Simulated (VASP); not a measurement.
# GdN (Fm-3m) in VASP: notebook

One crystal, GdN, is run at these levels: PBE+U; tasks: single point, relaxation of cell and atoms.

Everything below comes from runs of VASP 6.6.1. Logs are shortened: lines on timing, memory, paths and dates and some standing lists are left out, and cuts for length are marked.

**1. Starting point**

It takes space group Fm-3m (No. 225, cubic). Conventional cell: a = 4.999 Å, b = 4.999 Å, c = 4.999 Å, α = 90.00°, β = 90.00°, γ = 90.00°. Gd (site symmetry m-3m) has 6 N at 2.50 Å as nearest neighbours. N (site symmetry m-3m) is surrounded by 6 Gd at 2.50 Å.

**2. Single point, PBE+U, collinear spin, ferromagnetic start**

INCAR

```
SYSTEM = GdN
  PREC = Accurate
  ENCUT = 600
  EDIFF = 1E-6
  ISMEAR = 0
  SIGMA = 0.03
  LREAL = .False.
  LASPH = .True.
  NELM = 150
  ALGO = Normal
  ISIF = 2
  LWAVE = .False.
  LCHARG = .False.
  ISPIN = 2
  MAGMOM = 7 0
  LORBIT = 11
  LMAXMIX = 6
  LDAU = .True.
  LDAUTYPE = 2
  LDAUL = 3 -1
  LDAUU = 6 0
  LDAUJ = 0 0
  LDAUPRINT = 1
  GGA = PE
  AMIX = 0.2
  BMIX = 1E-4
  AMIX_MAG = 0.8
  BMIX_MAG = 1E-4
```

KPOINTS

```
Automatic mesh
0
Gamma
  10 10 10
  0 0 0
```

POSCAR

```
GdN
1.0
    0.0000000000      2.4995000000      2.4995000000
    2.4995000000      0.0000000000      2.4995000000
    2.4995000000      2.4995000000      0.0000000000
Gd N
1 1
Direct
    0.0000000000      0.0000000000      0.0000000000
    0.5000000000      0.5000000000      0.5000000000
```

Potentials or basis: VASP PAW PBE potentials, release 64 (Gd, N).

On the command line:

```sh
$ cat potpaw_PBE.64/Gd/POTCAR potpaw_PBE.64/N/POTCAR > POTCAR
$ mpirun -np 1 vasp_std > vasp.out
```

OUTCAR:

```text
SYSTEM = GdN
   PREC = Accurate
   ENCUT = 600
   EDIFF = 1E-6
   ISMEAR = 0
   LREAL = .False.
   LASPH = .True.
   NELM = 150
   ISIF = 2
   ISPIN = 2
   LORBIT = 11
   GGA = PE
   AMIX = 0.2
   AMIX_MAG = 0.8

 ion  position               nearest neighbor table
   1  0.000  0.000  0.000-   2 2.50   2 2.50   2 2.50   2 2.50   2 2.50   2 2.50
   2  0.500  0.500  0.500-   1 2.50   1 2.50   1 2.50   1 2.50   1 2.50   1 2.50

  LATTYP: Found a face centered cubic cell.
 ALAT       =     4.9990000000

  Lattice vectors:

 A1 = (   0.0000000000,   2.4995000000,   2.4995000000)
 A2 = (   2.4995000000,   0.0000000000,   2.4995000000)
 A3 = (   2.4995000000,   2.4995000000,   0.0000000000)

Analysis of symmetry for initial positions (statically):
=====================================================================
 Subroutine PRICEL returns:
 Original cell was already a primitive cell.

 Routine SETGRP: Setting up the symmetry group for a
 face centered cubic supercell.

 Subroutine GETGRP returns: Found 48 space group operations
 (whereof 48 operations were pure point group operations)
 out of a pool of 48 trial point group operations.

The static configuration has the point symmetry O_h .

Analysis of symmetry for dynamics (positions and initial velocities):
=====================================================================
 Subroutine PRICEL returns:
 Original cell was already a primitive cell.

 Routine SETGRP: Setting up the symmetry group for a
[... 195 lines left out ...]
  o =  0.9892  v =  0.0000 -1.0000 -0.0000  0.0000  0.0000  0.0000  0.0000  0.0000  0.0000  0.0000  0.0000  0.0000  0.0000  0.0000      0.0000  0.0000  0.0000  0.0000  0.0000  0.0000  0.0000  0.0000  0.0000  0.0000  0.0000  0.0000  0.0000  0.0000
  o =  0.9905  v =  0.0001  0.0000 -0.0001  0.0000 -0.0281  0.9994 -0.0218  0.0000  0.0000  0.0000  0.0000  0.0000  0.0000  0.0000      0.0000  0.0000  0.0000  0.0000  0.0000  0.0000  0.0000  0.0000  0.0000  0.0000  0.0000  0.0000  0.0000  0.0000
  o =  0.9905  v =  0.0006 -0.0000 -0.0008 -0.0000 -0.7901 -0.0356 -0.6120  0.0000  0.0000  0.0000  0.0000  0.0000  0.0000  0.0000      0.0000  0.0000  0.0000  0.0000  0.0000  0.0000  0.0000  0.0000  0.0000  0.0000  0.0000  0.0000  0.0000  0.0000
  o =  0.9905  v = -0.6124 -0.0000  0.7906 -0.0000 -0.0008  0.0001 -0.0006  0.0000  0.0000  0.0000  0.0000  0.0000  0.0000  0.0000      0.0000  0.0000  0.0000  0.0000  0.0000  0.0000  0.0000  0.0000  0.0000  0.0000  0.0000  0.0000  0.0000  0.0000
  o =  0.9927  v = -0.0000 -0.0000 -0.0000 -0.1110 -0.6086 -0.0000  0.7857  0.0000  0.0000  0.0000  0.0000  0.0000  0.0000  0.0000      0.0000  0.0000  0.0000  0.0000  0.0000  0.0000  0.0000  0.0000  0.0000  0.0000  0.0000  0.0000  0.0000  0.0000
  o =  0.9927  v =  0.7906 -0.0000  0.6124 -0.0000 -0.0000  0.0000  0.0000  0.0000  0.0000  0.0000  0.0000  0.0000  0.0000  0.0000      0.0000  0.0000  0.0000  0.0000  0.0000  0.0000  0.0000  0.0000  0.0000  0.0000  0.0000  0.0000  0.0000  0.0000
  o =  0.9927  v = -0.0000 -0.0000 -0.0000 -0.9938  0.0680  0.0000 -0.0877  0.0000  0.0000  0.0000  0.0000  0.0000  0.0000  0.0000      0.0000  0.0000  0.0000  0.0000  0.0000  0.0000  0.0000  0.0000  0.0000  0.0000  0.0000  0.0000  0.0000  0.0000

 number of electron      23.0000005 magnetization       7.0000010

 Free energy of the ion-electron system (eV)
  ---------------------------------------------------
  ext. energy  EPLUGINS =         0.00000000
  ---------------------------------------------------
  free energy    TOTEN  =       -22.81674151 eV

  energy without entropy =      -22.81663987  energy(sigma->0) =      -22.81669069

 E-fermi :   3.7070     XC(G=0): -11.5378

 val. band max:        3.7070119735   @ k =   0.1000   0.1000   0.0000
 cond. band min:       3.9456220250   @ k =   0.0000   0.0000   0.0000
 fundamental gap:      0.2386100515
 Fermi energy:         3.7070168397

 spin component 1

 k-point     1 :       0.0000    0.0000    0.0000
  band No.  band energies     occupation
      1     -39.9718      1.00000
      2     -16.9650      1.00000
      3     -16.9650      1.00000
      4     -16.9650      1.00000
      5      -9.0811      1.00000
      6      -2.5524      1.00000
[... 1049 lines left out ...]
     18      11.3915      0.00000
     19      11.6470      0.00000

 [... further k-points ...]

------------------------ aborting loop because EDIFF is reached ----------------------------------------

  FORCE on cell =-STRESS in cart. coord.  units (eV):
  Direction    XX          YY          ZZ          XY          YZ          ZX
  --------------------------------------------------------------------------------------
  -------------------------------------------------------------------------------------
  Total        0.0954899      0.0954899      0.0954899      0.0000000     -0.0000000      0.0000000
  in kB        4.8986731      4.8986731      4.8986731      0.0000000     -0.0000000      0.0000000
  external PRESSURE =       4.8986731 kB  Pullay stress =       0.0000000 kB

 VOLUME and BASIS-vectors are now :
 -----------------------------------------------------------------------------
  energy-cutoff  :      600.00
  volume of cell :       31.23
      direct lattice vectors                 reciprocal lattice vectors
     0.000000000  2.499500000  2.499500000    -0.200040008  0.200040008  0.200040008
     2.499500000  0.000000000  2.499500000     0.200040008 -0.200040008  0.200040008
     2.499500000  2.499500000  0.000000000     0.200040008  0.200040008 -0.200040008

 POSITION                                       TOTAL-FORCE (eV/Angst)
 -----------------------------------------------------------------------------------
      0.00000      0.00000      0.00000        -0.000000     -0.000000     -0.000000
      2.49950      2.49950      2.49950         0.000000      0.000000      0.000000
 -----------------------------------------------------------------------------------
    total drift:                               -0.000000      0.000000      0.000000

  FREE ENERGIE OF THE ION-ELECTRON SYSTEM (eV)
  ---------------------------------------------------
  free  energy   TOTEN  =       -22.8167415123 eV

  energy  without entropy=      -22.8166398657  energy(sigma->0) =      -22.81669069

 total charge

# of ion       s       p       d       f       tot
--------------------------------------------------
    1        2.035   5.667   0.539   6.972  15.213
    2        1.246   2.378   0.000   0.000   3.624
--------------------------------------------------
tot          3.280   8.045   0.539   6.972  18.836

 magnetization (x)

# of ion       s       p       d       f       tot
--------------------------------------------------
    1       -0.006  -0.086   0.071   6.893   6.872
    2       -0.009  -0.106   0.000   0.000  -0.115
--------------------------------------------------
tot         -0.015  -0.192   0.071   6.893   6.757
```

OSZICAR:

```text
N       E                     dE             d eps       ncg     rms          rms(c)
DAV:   1     0.149215809785E+03    0.14922E+03   -0.95924E+03  4560   0.720E+03
DAV:   2     0.550799907323E+01   -0.14371E+03   -0.12509E+03  4597   0.439E+02
DAV:   3    -0.175160653789E+02   -0.23024E+02   -0.22161E+02  5415   0.160E+02
[... 10 lines left out ...]
DAV:  14    -0.228167444614E+02   -0.54913E-04   -0.17106E-04  6205   0.160E-01    0.552E-01
DAV:  15    -0.228167497727E+02   -0.53114E-05   -0.25702E-05  6208   0.449E-02    0.400E-01
DAV:  16    -0.228167526421E+02   -0.28694E-05   -0.40424E-06  4324   0.698E-02    0.232E-01
DAV:  17    -0.228167463085E+02    0.63336E-05   -0.35469E-06  4066   0.256E-02    0.152E-01
DAV:  18    -0.228167414253E+02    0.48833E-05   -0.20883E-05  5775   0.416E-02    0.736E-02
DAV:  19    -0.228167415123E+02   -0.87047E-07   -0.11459E-06  3388   0.158E-02
   1 F= -.22816742E+02 E0= -.22816691E+02  d E =-.101647E-03  mag=     7.0000
```

Wall time 94 s (1 thread of Intel Xeon Platinum 8259CL at 2.50GHz (Skylake/Cascade Lake), shared host); peak memory 0.22 GiB.

Results:

```
Free energy                                           : -22.8167 eV
Pressure                                              : 0.5 GPa
Band gap on the k mesh                                : none (metal or under the smearing width)
Net moment                                            : 7.00 μB per cell
Site moments                                          : Gd +6.87; N -0.12 μB
Valence electrons inside the program's atomic spheres : Gd 15.21; N 3.62
```

Eigenvalues of the final occupation matrices:
| site | spin | trace | eigenvalues |
| --- | --- | --- | --- |
| site 1 f | 1 | 6.94 | 0.99 0.99 0.99 0.99 0.99 0.99 0.99 |
| site 1 f | 2 | 0.04 | 0.00 0.00 0.00 0.00 0.01 0.01 0.01 |

Caveat: spin-orbit coupling is left out, which moves the levels of the heavy elements; a cell with one magnetic atom can't hold antiferromagnetic order, which such compounds often take. The state reached can hang on the start; a lower one may exist.

**3. Relaxation of cell and atoms, PBE+U, collinear spin, ferromagnetic start**

INCAR

```
SYSTEM = GdN
PREC = Accurate
ENCUT = 600
EDIFF = 1E-6
ISMEAR = 0
SIGMA = 0.03
LREAL = .False.
LASPH = .True.
NELM = 150
ALGO = Normal
ISIF = 3
LWAVE = .False.
LCHARG = .False.
ISPIN = 2
MAGMOM = 7 0
LORBIT = 11
LMAXMIX = 6
LDAU = .True.
LDAUTYPE = 2
LDAUL = 3 -1
LDAUU = 6 0
LDAUJ = 0 0
LDAUPRINT = 1
GGA = PE
IBRION = 2
NSW = 90
EDIFFG = -0.01
AMIX = 0.2
BMIX = 1E-4
AMIX_MAG = 0.8
BMIX_MAG = 1E-4
```

KPOINTS

```
regular mesh
0
Gamma
  10 10 10
  0 0 0
```

POSCAR is that of step 2.

Potentials or basis: VASP PAW PBE potentials, release 64 (Gd, N).

On the command line:

```sh
$ cat potpaw_PBE.64/Gd/POTCAR potpaw_PBE.64/N/POTCAR > POTCAR
$ mpirun -np 1 vasp_std > vasp.out
```

OUTCAR:

```text
SYSTEM = GdN
   PREC = Accurate
   ENCUT = 600
   EDIFF = 1E-6
   ISMEAR = 0
   LREAL = .False.
   LASPH = .True.
   NELM = 150
   ISIF = 3
   ISPIN = 2
   LORBIT = 11
   GGA = PE
   IBRION = 2
   NSW = 90
   EDIFFG = -0.01
   AMIX = 0.2
   AMIX_MAG = 0.8

 ion  position               nearest neighbor table
   1  0.000  0.000  0.000-   2 2.50   2 2.50   2 2.50   2 2.50   2 2.50   2 2.50
   2  0.500  0.500  0.500-   1 2.50   1 2.50   1 2.50   1 2.50   1 2.50   1 2.50

  LATTYP: Found a face centered cubic cell.
[... 314 lines left out ...]

 number of electron      23.0000005 magnetization       7.0000009

 Free energy of the ion-electron system (eV)
  ---------------------------------------------------
  ext. energy  EPLUGINS =         0.00000000
  ---------------------------------------------------
  free energy    TOTEN  =       -22.81689897 eV

  energy without entropy =      -22.81679708  energy(sigma->0) =      -22.81684803

 E-fermi :   3.6862     XC(G=0): -11.5201

 val. band max:        3.6861622036   @ k =   0.1000   0.1000   0.0000
 cond. band min:       3.9238774688   @ k =   0.0000   0.0000   0.0000
 fundamental gap:      0.2377152652
 Fermi energy:         3.6861821433

 spin component 1

 k-point     1 :       0.0000    0.0000    0.0000
  band No.  band energies     occupation
      1     -40.0043      1.00000
      2     -17.0002      1.00000
      3     -17.0002      1.00000
      4     -17.0002      1.00000
      5      -9.0910      1.00000
      6      -2.5852      1.00000
[... 1080 lines left out ...]
  FREE ENERGIE OF THE ION-ELECTRON SYSTEM (eV)
  ---------------------------------------------------
  free  energy   TOTEN  =       -22.8168989681 eV

  energy  without entropy=      -22.8167970825  energy(sigma->0) =      -22.81684803

 reached required accuracy - stopping structural energy minimisation

 total charge

# of ion       s       p       d       f       tot
--------------------------------------------------
    1        2.035   5.666   0.537   6.972  15.210
    2        1.245   2.377   0.000   0.000   3.622
--------------------------------------------------
tot          3.280   8.043   0.537   6.972  18.832

 magnetization (x)

# of ion       s       p       d       f       tot
--------------------------------------------------
    1       -0.006  -0.086   0.071   6.893   6.872
    2       -0.009  -0.106   0.000   0.000  -0.115
--------------------------------------------------
tot         -0.015  -0.192   0.071   6.893   6.758
```

OSZICAR:

```text
N       E                     dE             d eps       ncg     rms          rms(c)
DAV:   1     0.149215809785E+03    0.14922E+03   -0.95924E+03  4560   0.720E+03
DAV:   2     0.550799907323E+01   -0.14371E+03   -0.12509E+03  4597   0.439E+02
[... 34 lines left out ...]
DAV:   4    -0.228169767149E+02    0.19627E-03   -0.95192E-04  6719   0.632E-01    0.795E-01
DAV:   5    -0.228170038451E+02   -0.27130E-04   -0.88775E-05  6091   0.136E-01    0.401E-01
DAV:   6    -0.228168818397E+02    0.12201E-03   -0.42509E-04  6008   0.504E-01    0.540E-01
DAV:   7    -0.228168932353E+02   -0.11396E-04   -0.60821E-05  6003   0.115E-01    0.244E-01
DAV:   8    -0.228168993566E+02   -0.61213E-05   -0.31658E-05  5808   0.405E-02    0.583E-02
DAV:   9    -0.228168989681E+02    0.38856E-06   -0.18177E-06  4163   0.322E-02
   3 F= -.22816899E+02 E0= -.22816848E+02  d E =-.157456E-03  mag=     7.0000
```

CONTCAR:

```text
GdN
   1.00000000000000
     0.0000000000000000    2.5023252636784110    2.5023252636784110
     2.5023252636784110   -0.0000000000000000    2.5023252636784110
     2.5023252636784110    2.5023252636784110    0.0000000000000000
  Gd              N
     1     1
Direct
     0.0000000000000000    0.0000000000000000    0.0000000000000000
     0.5000000000000000    0.5000000000000000    0.5000000000000000

  0.00000000E+00  0.00000000E+00  0.00000000E+00
  0.00000000E+00  0.00000000E+00  0.00000000E+00
```

It took 3.4 min on 1 thread of Intel Xeon Platinum 8259CL at 2.50GHz (Skylake/Cascade Lake), shared host; peak memory 0.23 GiB.

What came out:

```yaml
Free_energy: -22.8169 eV
Relaxed_volume: 15.67 Å³/atom
Relaxed_cell: a = 3.539 Å, b = 3.539 Å, c = 3.539 Å, α = 60.00°, β = 60.00°, γ = 60.00°
Space_group_after_relaxing_to_0.05_Å: Fm-3m (No. 225)
Energy_gained_by_relaxing: 0.1 meV/atom
Ionic_steps: 3
Pressure_after_relaxing: 0.1 GPa
Band_gap_on_the_k_mesh: none (metal or under the smearing width)
Net_moment: 7.00 μB per cell
Site_moments: Gd +6.87; N -0.12 μB
Valence_electrons_inside_the_program's_atomic_spheres: Gd 15.21; N 3.62
```

Step by step:
| step | energy change (eV) | largest force (eV/Å) | pressure (GPa) | volume (Å³) |
| --- | --- | --- | --- | --- |
| 1 | 0.0000 | 0.0000 | 0.49 | 31.23 |
| 2 | 0.0000 | 0.0000 | -0.59 | 31.45 |
| 3 | -0.0002 | 0.0000 | 0.07 | 31.34 |

Final structure:
```xyz
2
Lattice="0.0000 2.5023 2.5023 2.5023 0.0000 2.5023 2.5023 2.5023 0.0000" Properties=species:S:1:pos:R:3 pbc="T T T"
Gd    0.0000    0.0000    0.0000
N     2.5023    2.5023    2.5023
```

Levels at points of the mesh, in eV from the Fermi level:
Spin up:
| k point | band 13 | band 14 | band 15 | band 16 | band 17 | band 18 |
| --- | --- | --- | --- | --- | --- | --- |
| (0.00, 0.00, 0.00) | 0.24 | 0.24 | 0.24 | 2.65 | 2.65 | 2.65 |
| (0.50, 0.00, 0.00) | -4.14 | -2.32 | -2.32 | 5.25 | 5.97 | 5.97 |
| (0.50, 0.50, 0.00) | -1.25 | -0.27 | -0.15 | -0.15 | 6.58 | 6.60 |
Spin down:
| k point | band 4 | band 5 | band 6 | band 7 | band 8 | band 9 | band 10 | band 11 | band 12 | band 13 |
| --- | --- | --- | --- | --- | --- | --- | --- | --- | --- | --- |
| (0.00, 0.00, 0.00) | -18.42 | -12.83 | -0.33 | -0.33 | -0.33 | 3.46 | 3.46 | 3.46 | 3.82 | 4.53 |
| (0.50, 0.00, 0.00) | -18.52 | -10.94 | -3.89 | -2.24 | -2.24 | 4.51 | 4.88 | 4.88 | 5.18 | 5.18 |
| (0.50, 0.50, 0.00) | -18.83 | -12.54 | -0.97 | -0.42 | -0.42 | 0.39 | 4.95 | 4.98 | 5.09 | 5.09 |

Eigenvalues of the final occupation matrices:
| site | spin | trace | eigenvalues |
| --- | --- | --- | --- |
| site 1 f | 1 | 6.94 | 0.99 0.99 0.99 0.99 0.99 0.99 0.99 |
| site 1 f | 2 | 0.04 | 0.00 0.00 0.00 0.00 0.01 0.01 0.01 |

Caveat: spin-orbit coupling is left out, which moves the levels of the heavy elements; a cell with one magnetic atom can't hold antiferromagnetic order, which such compounds often take. PBE usually gives volumes a little too large and moduli too small.
